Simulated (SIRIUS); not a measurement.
# FeO (Wuestite) (Fm-3m) in SIRIUS: notebook

One crystal, FeO (Wuestite), is run at these levels: AM05, LDA-PZ; tasks: single point.

All numbers are computed with SIRIUS 7.12.0; they aren't measurements. Logs are shortened: lines on timing, memory, paths and dates and some standing lists are left out, and cuts for length are marked. The log counts tension as positive stress, the text compression.

## 1. The crystal as given

Symmetry: Fm-3m, No. 225, cubic system. The conventional cell has a = 4.311 Å, b = 4.311 Å, c = 4.311 Å, α = 90.00°, β = 90.00°, γ = 90.00°. Fe (site symmetry m-3m) is surrounded by 6 O at 2.16 Å. O (site symmetry m-3m) has 6 Fe at 2.16 Å as nearest neighbours.

## 2. Single point, AM05, collinear spin, ferromagnetic start

The input, sirius.json:

```json
{
  "control": {
    "processing_unit": "cpu",
    "verbosity": 2,
    "num_bands_to_print": 19,
    "print_forces": true,
    "print_stress": true
  },
  "parameters": {
    "electronic_structure_method": "pseudopotential",
    "xc_functionals": ["XC_GGA_X_AM05", "XC_GGA_C_AM05"],
    "gk_cutoff": 9.5,
    "pw_cutoff": 19.0,
    "ngridk": [6, 6, 6],
    "shiftk": [0, 0, 0],
    "smearing": "fermi_dirac",
    "smearing_width": 0.0018374661,
    "num_bands": 19,
    "num_mag_dims": 1,
    "num_dft_iter": 100,
    "energy_tol": 1e-08,
    "density_tol": 1e-06
  },
  "iterative_solver": {
    "type": "davidson",
    "min_tolerance": 1e-10
  },
  "mixer": {
    "type": "anderson",
    "beta": 0.5,
    "max_history": 8
  },
  "settings": {
    "tol_ne": 1e-10,
    "pseudo_grid_cutoff": 6.5,
    "smooth_initial_mag": true
  },
  "unit_cell": {
    "lattice_vectors": [
      [0.0, 4.073115689018, 4.073115689018],
      [4.073115689018, 0.0, 4.073115689018],
      [4.073115689018, 4.073115689018, 0.0]
    ],
    "atom_coordinate_units": "lattice",
    "atom_types": ["Fe", "O"],
    "atom_files": {
      "Fe": "Fe.json",
      "O": "O.json"
    },
    "atoms": {
      "Fe": [
        [0.0, 0.0, 0.0, 0.0, 0.0, 3.0]
      ],
      "O": [
        [0.5, 0.5, 0.5, 0.0, 0.0, 0.0]
      ]
    }
  }
}
```

Potentials or basis: PseudoDojo 0.4.1 PBE standard (scalar relativistic).

The run is started by

```
$ upf_to_json Fe.upf
$ upf_to_json O.upf
$ OMP_NUM_THREADS=1 sirius.scf --input=sirius.json --output=out.json --task=0
```

The program printed:

```text
[info] SIRIUS version : 7.12.0
[info] number of MPI ranks           : 1
[info] MPI grid                      : 1 1
[info] maximum number of OMP threads : 1
[fft] FFT context for density and potential
[fft] =====================================
[fft]   comm size                             : 1
[fft]   plane wave cutoff                     : 19
[fft]   grid size                             : 40 40 40   total : 64000
[fft]   grid limits                           : -19 20   -19 20   -19 20
[fft]   number of G-vectors within the cutoff : 7797
[fft]   local number of G-vectors             : 7797
[fft]   number of G-shells                    : 451
[fft] FFT context for coarse grid
[fft] =====================================
[fft]   comm size                             : 1
[fft]   plane wave cutoff                     : 19
[fft]   grid size                             : 40 40 40   total : 64000
[fft]   grid limits                           : -19 20   -19 20   -19 20
[fft]   number of G-vectors within the cutoff : 7797
[fft]   local number of G-vectors             : 7797
[fft]   number of G-shells                    : 451
[unit cell] lattice vectors
[unit cell]   a1 :       0.0000000000      4.0731156890      4.0731156890
[unit cell]   a2 :       4.0731156890      0.0000000000      4.0731156890
[unit cell]   a3 :       4.0731156890      4.0731156890      0.0000000000
[unit cell] reciprocal lattice vectors
[unit cell]   b1 :      -0.7712996373      0.7712996373      0.7712996373
[unit cell]   b2 :       0.7712996373     -0.7712996373      0.7712996373
[unit cell]   b3 :       0.7712996373      0.7712996373     -0.7712996373
[unit cell] unit cell volume :       135.14818958 [a.u.^3]
[unit cell] 1/sqrt(omega)    :         0.08601910
[unit cell] MT volume        :         0.00000000 ( 0.00%)
[unit cell] IT volume        :       135.14818958 (100.00%)
[unit cell] number of atom types : 2
[unit cell] type id : 0 symbol : Fe mt_radius :  14.250000 num_atoms : 1
[unit cell] type id : 1 symbol :  O mt_radius :   9.350000 num_atoms : 1
[unit cell] total number of atoms : 2
[unit cell] number of symmetry classes : 2
[unit cell] number of PAW atoms : 0
[unit cell] atom id  type id  class id             position                      vector_field
[unit cell] ------------------------------------------------------------------------------------------
[unit cell]      0        0        0      0.00000   0.00000   0.00000      0.00000   0.00000   3.00000
[unit cell]      1        1        1      0.50000   0.50000   0.50000      0.00000   0.00000   0.00000
[unit cell] atom id         position (Cartesian, a.u.)
[unit cell] ---------------------------------------------
[unit cell]      0       0.000000    0.000000    0.000000
[unit cell]      1       4.073116    4.073116    4.073116
[unit cell] class id : 0 atom id : 0
[unit cell] class id : 1 atom id : 1
[unit cell] minimum bond length:     4.073116
[unit cell] total number of pseudo wave-functions: 14
[sym] space group number   : 225
[sym] international symbol : Fm-3m
[sym] Hall symbol          : -F 4 2 3
[sym] space group transformation matrix :
[sym]   0.0000  0.5000  0.5000
[sym]   0.5000  0.0000  0.5000
[sym]   0.5000  0.5000  0.0000
[sym] space group origin shift :
[sym]   0.0000  0.0000  0.0000
[sym] number of space group operations  : 48
[sym] number of magnetic group operations : 48
[sym] metric tensor error: 0.0000e+00
[sym] rotation matrix error: 3.3307e-16
[sym] symmetry operations
[... list of symmetry operations ...]
[... 313 lines left out ...]
[find] +------------------------------+
[find] | SCF iteration  14 out of 100|
[find] +------------------------------+
[diagonalize] iterative solver tolerance (occupied, empty): 2.45385e-07 2.45385e-07
[diagonalize] average number of iterations: 3.375
[diagonalize] Lowest band energies
[diagonalize] ik:    0   -2.760533   -1.516123   -1.516123   -1.516123   -0.228970    0.389935    0.389935    0.389935    0.390578    0.390578    0.390578    0.398703    0.398703    0.532205    1.084682    1.152284    1.152284    1.152284    1.289545
[diagonalize]            -2.622256   -1.372796   -1.372796   -1.372796   -0.207524    0.413578    0.413578    0.413578    0.508791    0.508791    0.508791    0.538712    0.538712    0.559131    1.087400    1.190047    1.190047    1.190047    1.338236
[diagonalize] ik:    1   -2.760482   -1.516624   -1.516190   -1.516190   -0.219121    0.318872    0.338764    0.338764    0.397928    0.397928    0.410429    0.454159    0.454159    0.589910    0.977417    1.114191    1.114191    1.188040    1.252115
[diagonalize]            -2.622198   -1.373411   -1.372875   -1.372875   -0.197486    0.350915    0.388966    0.388966    0.518276    0.519846    0.519846    0.567793    0.567793    0.617507    1.006371    1.151530    1.151530    1.211116    1.294106
[diagonalize] ik:    2   -2.760382   -1.517620   -1.516322   -1.516322   -0.197236    0.240480    0.300727    0.300727    0.412745    0.412745    0.428679    0.502449    0.502449    0.660720    0.869668    1.026735    1.026735    1.216785    1.305757
[diagonalize]            -2.622081   -1.374634   -1.373030   -1.373030   -0.175170    0.270438    0.356097    0.356097    0.539658    0.540477    0.540477    0.614265    0.614265    0.685886    0.905159    1.059747    1.059747    1.248863    1.341619
[diagonalize] ik:    3   -2.760331   -1.518117   -1.516387   -1.516387   -0.184844    0.207663    0.287222    0.287222    0.420589    0.420589    0.441251    0.521831    0.521831    0.676199    0.841188    0.988136    0.988136    1.241472    1.378010
[diagonalize]            -2.622023   -1.375243   -1.373108   -1.373108   -0.162521    0.236683    0.343321    0.343321    0.551421    0.551421    0.558585    0.635511    0.635511    0.694167    0.879518    1.017350    1.017350    1.278948    1.410593
[diagonalize] ik:    4   -2.760466   -1.516591   -1.516310   -1.516310   -0.216555    0.295067    0.356758    0.356758    0.380961    0.402300    0.426743    0.426743    0.445712    0.616225    0.996212    1.073453    1.090851    1.090851    1.314030
[diagonalize]            -2.622179   -1.373370   -1.373021   -1.373021   -0.194806    0.336225    0.393802    0.393802    0.494566    0.536185    0.536185    0.543654    0.557556    0.655637    1.025081    1.116018    1.126191    1.126191    1.331218
[diagonalize] ...
[diagonalize] ik:   11   -2.760281   -1.517466   -1.517421   -1.516602   -0.182819    0.253555    0.275843    0.299376    0.409238    0.421749    0.438492    0.445654    0.494246    0.804849    0.814922    0.851961    1.036960    1.183726    1.321318
[diagonalize]            -2.621965   -1.374436   -1.374372   -1.373369   -0.159595    0.286224    0.303434    0.348881    0.526214    0.552597    0.558182    0.579063    0.615659    0.837403    0.856122    0.879621    1.070455    1.217530    1.342560
[diagonalize] ik:   12   -2.760265   -1.517934   -1.516869   -1.516869   -0.186349    0.258603    0.347569    0.347569    0.355354    0.413340    0.430626    0.430626    0.431796    0.723670    0.848507    0.921853    1.068771    1.068771    1.472378
[diagonalize]            -2.621946   -1.375000   -1.373695   -1.373695   -0.162536    0.278548    0.369999    0.369999    0.456075    0.559007    0.564735    0.564735    0.574258    0.766812    0.870874    0.971101    1.100797    1.100797    1.514461
[diagonalize] ik:   13   -2.760315   -1.517583   -1.516928   -1.516566   -0.188786    0.246502    0.300523    0.304491    0.403198    0.420546    0.437887    0.442567    0.492054    0.743143    0.871015    0.883838    1.028292    1.171173    1.353859
[diagonalize]            -2.622004   -1.374580   -1.373770   -1.373327   -0.165920    0.277321    0.339479    0.349123    0.512083    0.554921    0.559751    0.570375    0.611585    0.776640    0.906222    0.919604    1.062362    1.202348    1.383857
[diagonalize] ik:   14   -2.760281   -1.517657   -1.517148   -1.516684   -0.182817    0.250822    0.282188    0.295484    0.413221    0.419614    0.434834    0.453419    0.486730    0.799541    0.814937    0.876276    0.999404    1.239575    1.272661
[diagonalize]            -2.621965   -1.374668   -1.374038   -1.373471   -0.159593    0.279839    0.316327    0.341993    0.535458    0.538990    0.562504    0.583295    0.609602    0.829120    0.856108    0.908548    1.031911    1.268413    1.302679
[diagonalize] ik:   15   -2.760265   -1.517667   -1.517135   -1.516881   -0.183203    0.267627    0.297556    0.298631    0.405163    0.426918    0.429109    0.430645    0.462466    0.776502    0.849488    0.876530    0.994761    1.168007    1.354911
[diagonalize]            -2.621946   -1.374673   -1.374020   -1.373714   -0.159591    0.291446    0.330337    0.337730    0.505432    0.553418    0.564770    0.570225    0.592473    0.818549    0.875405    0.914742    1.028431    1.200531    1.378104
[find] Charges and magnetic moments
[find] --------------------------------------------------------------------------------
[find] atom                moment                |moment|
[find] --------------------------------------------------------------------------------
[find]    0 [  0.00000,   0.00000,   3.18371]    3.183709
[find]    1 [  0.00000,   0.00000,   0.30496]    0.304961
[find] total charge          : 22.000000
[... 7 lines left out ...]
[find] <rho|V^{H}>                    :      74.74294495
[find] one-electron contribution      :     -62.25059750 (Ha),    -124.50119499 (Ry)
[find] hartree contribution           :      37.37147248
[find] xc contribution                :     -21.62593475
[find] ewald contribution             :     -95.01377801
[find] PAW contribution               :       0.00000000
[find] smearing (-TS)                 :      -0.00050642
[find] SCF correction                 :       0.00000307
[find] Total energy                   :    -141.51883471 (Ha),    -283.03766941 (Ry)
[find] Free energy (E-TS)             :    -141.51934112 (Ha),    -283.03868225 (Ry)
[find] band gap (eV)                  :       0.00000000
[find] Efermi                         :       0.53634572
[find] iteration : 14, RMS (target) : 9.0314e-07 (1.0000e-06) , energy difference (target) : 3.6151e-09 (1.0000e-08)
[find] bands are converged : true
[find] iterative solver converged : false
[find] converged after 15 SCF iterations!
[find] Charges and magnetic moments
[find] --------------------------------------------------------------------------------
[find] atom                moment                |moment|
[find] --------------------------------------------------------------------------------
[find]    0 [  0.00000,   0.00000,   3.18371]    3.183709
[find]    1 [  0.00000,   0.00000,   0.30496]    0.304961
[find] total charge          : 22.000000
[find] total moment          : [  0.00000,   0.00000,   4.00833], magnitude : 4.008332
[find] Energy
[find] --------------------------------------------------------------------------------
[find] valence_eval_sum               :      -9.86110539
[find] <rho|V^{XC}>                   :     -22.08289938
[find] <rho|E^{XC}>                   :     -21.62593475
[find] <mag|B^{XC}>                   :      -0.27055346
[find] <rho|V^{H}>                    :      74.74294495
[find] one-electron contribution      :     -62.25059750 (Ha),    -124.50119499 (Ry)
[find] hartree contribution           :      37.37147248
[find] xc contribution                :     -21.62593475
[find] ewald contribution             :     -95.01377801
[find] PAW contribution               :       0.00000000
[find] smearing (-TS)                 :      -0.00050642
[find] SCF correction                 :       0.00000307
[find] Total energy                   :    -141.51883471 (Ha),    -283.03766941 (Ry)
[find] Free energy (E-TS)             :    -141.51934112 (Ha),    -283.03868225 (Ry)
[find] band gap (eV)                  :       0.00000000
[find] Efermi                         :       0.53634572
[ground_state] === stress tensor components [kbar] ===
[ground_state] === stress_kin ===
[ground_state] -99747.341585    0.000000   -0.000000
[ground_state]     0.000000-99747.341585   -0.000000
[ground_state]    -0.000000   -0.000000-99747.341585
[ground_state] === stress_har ===
[ground_state] -27118.541504    0.000000    0.000000
[ground_state]     0.000000-27118.541504    0.000000
[ground_state]     0.000000    0.000000-27118.541504
[ground_state] === stress_ewald ===
[ground_state] 68946.576400    0.000000    0.000000
[ground_state]     0.00000068946.576400    0.000000
[ground_state]     0.000000    0.00000068946.576400
[ground_state] === stress_vloc ===
[ground_state] 27741.130116    0.000000    0.000000
[ground_state]     0.00000027741.130116    0.000000
[ground_state]     0.000000    0.00000027741.130116
[ground_state] === stress_xc ===
[ground_state]  1720.024740    0.000000    0.000000
[ground_state]     0.000000 1720.024740   -0.000000
[ground_state]     0.000000   -0.000000 1720.024740
[ground_state] === stress_core ===
[ground_state] 11968.801764   -0.000000    0.000000
[ground_state]    -0.00000011968.801764   -0.000000
[ground_state]     0.000000   -0.00000011968.801764
[ground_state] === stress_nonloc ===
[ground_state] 16575.419325    0.000000    0.000000
[ground_state]     0.00000016575.419325   -0.000000
[ground_state]     0.000000   -0.00000016575.419325
[ground_state] === stress_us_nl ===
[ground_state] 16575.419325    0.000000    0.000000
[ground_state]     0.00000016575.419325   -0.000000
[ground_state]     0.000000   -0.00000016575.419325
[ground_state] === stress_total ===
[ground_state]    86.069256   -0.000000   -0.000000
[ground_state]    -0.000000   86.069256   -0.000000
[ground_state]    -0.000000   -0.000000   86.069256
[ground_state] ==== total Forces in Ha/bohr =====
[ground_state] atom:    0, force:       0.0000000      0.0000000      0.0000000
[... 14 lines left out ...]
[ground_state] atom:    0, force:       0.0000000      0.0000000      0.0000000
[ground_state] atom:    1, force:       0.0000000      0.0000000      0.0000000
[~DFT_ground_state] local op. applied: 19201
[~DFT_ground_state] evp. work count: 4310.67
[~DFT_ground_state] number of iterative solver steps: 744
```

Wall time 37 s (1 thread of Intel Xeon Platinum 8259CL at 2.50GHz (Skylake/Cascade Lake), shared host); peak memory 0.18 GiB.

Results:

* Free energy: -3850.9375 eV
* Pressure: -8.6 GPa
* Band gap on the k mesh: none (metal or under the smearing width)
* Net moment: 4.01 μB per cell
* Absolute moment: 4.02 μB per cell

Caveat: the k mesh is coarse (spacing up to 0.42 Å⁻¹), so the values aren't converged; the potentials were made for another functional, which shifts forces and pressure; a cell with one magnetic atom can't hold antiferromagnetic order, which such compounds often take; semilocal functionals often make such compounds metallic where correlation or magnetic order opens a gap, which also shifts bond lengths. With open d or f shells a metallic result of AM05 can be an artefact of self-interaction; +U or a hybrid may open a gap.

## 3. Single point, LDA-PZ, collinear spin, ferromagnetic start

Edit sirius.json of step 2 so:

```diff
@@ -10,3 +10,3 @@
     "electronic_structure_method": "pseudopotential",
-    "xc_functionals": ["XC_GGA_X_AM05", "XC_GGA_C_AM05"],
+    "xc_functionals": ["XC_LDA_X", "XC_LDA_C_PZ"],
     "gk_cutoff": 9.5,
```

Potentials or basis: PseudoDojo 0.4.1 PBE standard (scalar relativistic).

The run is started by

```
$ upf_to_json Fe.upf
$ upf_to_json O.upf
$ OMP_NUM_THREADS=1 sirius.scf --input=sirius.json --output=out.json --task=0
```

Wall time 36 s (1 thread of Intel Xeon Platinum 8259CL at 2.50GHz (Skylake/Cascade Lake), shared host); peak memory 0.18 GiB.

Results (log left out):

```
Free energy            : -3851.3536 eV
Pressure               : -15.2 GPa
Band gap on the k mesh : none (metal or under the smearing width)
Net moment             : 4.00 μB per cell
Absolute moment        : 4.01 μB per cell
```

Caveat: the k mesh is coarse (spacing up to 0.42 Å⁻¹), so the values aren't converged; the potentials were made for another functional, which shifts forces and pressure; a cell with one magnetic atom can't hold antiferromagnetic order, which such compounds often take; semilocal functionals often make such compounds metallic where correlation or magnetic order opens a gap, which also shifts bond lengths.
